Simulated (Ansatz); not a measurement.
Runs of Ansatz 0.2.0 on RbBr. Symmetry: Pm-3m, No. 221, cubic system. The conventional cell has a = 4.126 Å, b = 4.126 Å, c = 4.126 Å, α = 90.00°, β = 90.00°, γ = 90.00°. Around Rb (site symmetry m-3m) lie 8 Br at 3.57 Å. Br (site symmetry m-3m) is surrounded by 8 Rb at 3.57 Å. The cell comes from a database or a generator and needn't be the stable form of this composition.

```tsv
level	cutoff (eV)	gap on the mesh (eV)	pressure (GPa)	relaxed volume (Å³/atom)
revPBE	420	3.94	0.0	(a)
RPBE	420	3.93	0.0	41.23
r2SCAN	500	(c)	0.0	35.12
BLYP	420	3.74	0.0	39.62
PBEsol	420	(b)	0.0	33.71
```

Alike in all rows: task relaxation of cell and atoms; potentials or basis Ansatz PAW; no spin polarisation; cell relaxed; k mesh 7 × 7 × 7; smearing fermi-dirac 0.05 eV.

Q: Fill in the values left out.

A: (a) 40.51; (b) 4.07; (c) 4.85.

Caveats: odd divisions of the mesh miss points on the zone boundary, where band edges often lie, so the gap on the mesh can be too wide; the plane-wave basis is chosen anew once the cell has moved, so the energies of steps on either side of that aren't comparable; the PAW data sets come from PBE, with cores solved anew for the run's functional, which leaves a small shift of forces and pressure; the volume moved by over 15 % at a fixed basis, so the end points are rough (some runs).

A k mesh can miss the band edges, and the runs leave out spin-orbit coupling on Br, Rb.

Runs at the PBE level aren't shown here.
